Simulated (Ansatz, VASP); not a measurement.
# SnTe in VASP and in Ansatz

Contents of INCAR:

```
PREC = Accurate
ENCUT = 520
EDIFF = 1E-7
ISMEAR = 0
SIGMA = 0.03
LREAL = False
LASPH = True
NELM = 80
ALGO = Normal
ISIF = 2
LWAVE = False
LCHARG = True
LELF = True
LVHAR = True
NBANDS = 17
```

The input KPOINTS:

```
Automatic mesh
0
Gamma
  10 10 10
```

Contents of POSCAR:

```
SnTe
1.0
    0.0000000000      3.1565000000      3.1565000000
    3.1565000000      0.0000000000      3.1565000000
    3.1565000000      3.1565000000      0.0000000000
Sn Te
1 1
Direct
    0.0000000000      0.0000000000      0.0000000000
    0.5000000000      0.5000000000      0.5000000000
```

Input for Ansatz:

```yaml
crystal:
  lattice:
    - [0.0, 3.1565, 3.1565]
    - [3.1565, 0.0, 3.1565]
    - [3.1565, 3.1565, 0.0]
  atoms:
    - { symbol: Sn, position: [0.0, 0.0, 0.0] }
    - { symbol: Te, position: [0.5, 0.5, 0.5] }
basis:
  ecutwfc: 420
kpoints:
  mp_grid: { grid: [10, 10, 10] }
hamiltonian:
  xc: lda
scf:
  occupations: { method: gaussian, width: 0.03 }
output:
  forces: true
  stress: true
  eigenvalues: true
```

Alike in both runs: task single point; functional LDA; k mesh 10 × 10 × 10; occupations gaussian, width 0.03 eV; no spin polarisation.

|  | VASP | Ansatz |
| --- | --- | --- |
| version | VASP 6.6.1 | Ansatz 0.2.0 |
| potentials or method | VASP PAW LDA potentials, release 64 (Sn_d, Te) | scalar-relativistic, plane waves, PAW |
| plane-wave cutoff (eV) | 520 | 420 |
| valence electrons in the cell | 20 | 30 |

Ansatz gave:

| Property | Result |
| --- | --- |
| gap on the k mesh at the Fermi level (eV) | 0.09 |
| least direct gap on the mesh (eV) | 0.09 |
| pressure (GPa) | -1.7 |

Problem. Which values does VASP return?

Solution. gap on the k mesh at the Fermi level (eV): 0.10; least direct gap on the mesh (eV): 0.10; pressure (GPa): -1.7.

The two sets of potentials don't hold the same shells in valence.

Caveats: spin-orbit coupling is left out, which moves the levels of the heavy elements.
